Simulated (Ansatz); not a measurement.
The system is PbO.

```xyz
8
Lattice="5.8760 0.0000 0.0000 0.0000 5.4760 0.0000 0.0000 0.0000 4.7430" Properties=species:S:1:pos:R:3 pbc="T T T"
Pb    4.5186    2.8147    1.1858
Pb    1.3574    2.6613    3.5573
Pb    4.5186    5.3993    3.5573
Pb    1.3574    0.0767    1.1858
O     0.7756    3.1870    1.1858
O     5.1004    2.2890    3.5573
O     0.7756    5.0270    3.5573
O     5.1004    0.4490    1.1858
```

| Quantity | Value |
| --- | --- |
| Program | Ansatz 0.2.0 |
| Task | single point |
| Functional | PBEsol |
| Potentials or basis | Ansatz PAW |
| Cutoff | 420 eV (not typed: the program's choice for these potentials) |
| k mesh | 5 × 5 × 6 |
| Occupations | fermi-dirac, width 0.05 eV |
| Spin | no spin polarisation |

On this cell: pressure -1.8 GPa; largest force 0.964 eV/Å; band gap on the k mesh 1.90 eV, indirect (least direct gap 2.08 eV).

The same run follows on a disturbed copy (atoms moved at random, drawn with an rms of 0.05 Å):

```
Pb O
1.0
     5.87600    0.00000    0.00000
     0.00000    5.47600    0.00000
     0.00000    0.00000    4.74300
Pb O
4 4
Direct
  0.77213 0.51030 0.24500
  0.23724 0.48641 0.73958
  0.77844 0.98223 0.75373
  0.23308 0.01103 0.25676
  0.12919 0.58469 0.25384
  0.87060 0.42504 0.74715
  0.13797 0.92163 0.74828
  0.86623 0.07426 0.23699
```

Problem. What changes?

Solution. The energy moves by +4.8 meV/atom; pressure -1.3 GPa; largest force 1.087 eV/Å; band gap on the k mesh 1.86 eV, indirect (least direct gap 2.03 eV).

Forces on the atoms (eV/Å):
```
Pb  -0.357 -0.939  0.021
Pb  -0.246  0.925  0.112
Pb  -0.461  0.913 -0.035
Pb  -0.075 -0.869 -0.141
O    1.043  0.298 -0.062
O   -0.434 -0.425 -0.019
O    0.887 -0.355 -0.057
O   -0.356  0.452  0.180
```

Stress tensor (GPa, compression positive):
```
 3.24  0.10 -0.25
 0.10 -5.19 -0.08
-0.25 -0.08 -1.87
```

Caveats: odd divisions of the mesh miss points on the zone boundary, where band edges often lie, so the gap on the mesh can be too wide; spin-orbit coupling is left out, which as a rule narrows the gap of such compounds by several tenths of an eV; the cell's inner coordinates are idealised or old, which leaves forces on the atoms; the PAW data sets come from PBE, with cores solved anew for the run's functional, which leaves a small shift of forces and pressure.

A k mesh can miss the band edges.
